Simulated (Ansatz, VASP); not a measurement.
Pb: VASP beside Ansatz

```
Pb
1.0
     0.00000    3.50645    3.50645
     3.50645    0.00000    3.50645
     3.50645    3.50645    0.00000
Pb
2
Direct
  0.00000 0.00000 0.00000
  0.25000 0.25000 0.25000
```

Change from the starting cell: volume scaled by 1.06.

Alike in both runs: task single point; functional PBE; k mesh 8 × 8 × 8; occupations fermi-dirac, width 0.05 eV; no spin polarisation.

|  | VASP | Ansatz |
| --- | --- | --- |
| version | VASP 6.6.1 | Ansatz 0.2.0 |
| potentials or method | VASP PAW PBE potentials, release 64 (Pb_d), cutoff 520 eV | all-electron LAPW, scalar-relativistic |

|  | VASP | Ansatz | Ansatz less VASP |
| --- | --- | --- | --- |
| pressure (GPa) | 0.5 | 0.5 | +0.05 |

Ansatz ran all-electron here, so the differences hold the error of VASP's frozen core and of both bases.

Spin-orbit coupling is left out, which matters for the levels of Pb.
